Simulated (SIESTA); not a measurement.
# InAs under changes of volume

One of the cells (27.489 Å³/atom); the others are scaled copies at fixed shape and fractional positions:

```
CELL_PARAMETERS angstrom
0.00000 3.01800 3.01800
3.01800 0.00000 3.01800
3.01800 3.01800 0.00000
ATOMIC_POSITIONS crystal
In 0.00000 0.00000 0.00000
As 0.75000 0.75000 0.75000
```

| Item | Value |
| --- | --- |
| Program | SIESTA 5.4.2 |
| Functional | PBE |
| Potentials or basis | PseudoDojo 0.4 standard (PBE files) |
| Basis | DZ (energy shift 0.01 Ry) |
| Grid cutoff | 500 Ry |
| Energy shift | 0.01 Ry |
| k mesh | 8 × 8 × 8 |
| Occupations | fermi-dirac, width 0.05 eV |
| Spin | no spin polarisation |

```csv
volume (Å³/atom),energy over the lowest point (meV/atom),pressure (GPa)
25.840,?,?
26.389,55.85,7.0
26.939,34.99,5.3
27.489,19.50,3.8
28.039,8.63,2.5
28.588,2.27,1.2
29.138,0.00,0.1
```

Q: What does the run at 25.840 Å³/atom give?

A: Energy over the lowest point 83.00 meV/atom; pressure 8.9 GPa.

Worked out: A Birch-Murnaghan fit of order 3 (a polynomial in V^(-2/3)) to the other rows has its minimum at 29.19 Å³/atom, just outside them, with B0 = V·E''(V) = 58 GPa and B' = 3.3. It gives 82.23 meV/atom at 25.840 Å³/atom, against the run's 83.00, and -dE/dV = 8.6 GPa, against 8.9.

Energies are extrapolated to zero smearing.

Caveats: the basis has no polarisation orbitals; semicore shells carry a single zeta, which can move pressures by several GPa and volumes by a few percent; the basis of atomic orbitals isn't converged, which shifts pressures, moduli and gaps.
